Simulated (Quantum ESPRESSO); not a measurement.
Input of a Quantum ESPRESSO 7.5 run:

Contents of scf.in:

```
&CONTROL
  calculation = 'scf'
  prefix = 'pwscf'
  outdir = './tmp'
  pseudo_dir = './pseudo'
/
&SYSTEM
  ibrav = 0
  nat = 2
  ntyp = 2
  ecutwfc = 84
  nbnd = 15
  occupations = 'smearing'
  smearing = 'fd'
  degauss = 0.00367493
  force_symmorphic = .true.
/
&ELECTRONS
  conv_thr = 4d-10
  electron_maxstep = 120
  mixing_beta = 0.5
/
ATOMIC_SPECIES
Ga    69.7230 Ga.upf
N     14.0070 N.upf
CELL_PARAMETERS angstrom
   0.0000000000    2.2535006075    2.2535006075
   2.2535006075    0.0000000000    2.2535006075
   2.2535006075    2.2535006075    0.0000000000
ATOMIC_POSITIONS crystal
Ga     0.0000000000    0.0000000000    0.0000000000
N      0.2500000000    0.2500000000    0.2500000000
K_POINTS automatic
10 10 10 0 0 0
```

File nscf.in:

```
&CONTROL
  calculation = 'nscf'
  prefix = 'pwscf'
  outdir = './tmp'
  pseudo_dir = './pseudo'
/
&SYSTEM
  ibrav = 0
  nat = 2
  ntyp = 2
  ecutwfc = 84
  nbnd = 59
  occupations = 'fixed'
  force_symmorphic = .true.
/
&ELECTRONS
  conv_thr = 1d-08
  diago_full_acc = .true.
  diago_thr_init = 1d-06
/
ATOMIC_SPECIES
Ga    69.7230 Ga.upf
N     14.0070 N.upf
CELL_PARAMETERS angstrom
   0.0000000000    2.2535006075    2.2535006075
   2.2535006075    0.0000000000    2.2535006075
   2.2535006075    2.2535006075    0.0000000000
ATOMIC_POSITIONS crystal
Ga     0.0000000000    0.0000000000    0.0000000000
N      0.2500000000    0.2500000000    0.2500000000
K_POINTS automatic
6 6 6 0 0 0
```

Potentials or basis: PseudoDojo 0.4.1 SR PBEsol standard.

Command:

```console
$ OMP_NUM_THREADS=1 pw.x -in scf.in > scf.out
$ OMP_NUM_THREADS=1 pw.x -in nscf.in > nscf.out
```

What does it give for the band gap on the k mesh, mean-field level?

1.71 eV, direct.

**What was measured.**

A printed reference work, textbook reports, for a bulk crystal of GaN at 0 K: band gap 3.299 eV (direct).

A measured gap of GaN is 3.299 eV (direct; 0 K; a printed reference work, textbook); the calculated 1.71 eV misses it by -1.59 eV. Spin-orbit coupling on Ga is left out. The value is that of PBEsol, without temperature or zero-point motion. Semilocal functionals fall short of measured gaps as a rule. The cell is a database's relaxed one, not the measured one, which moves gaps too.
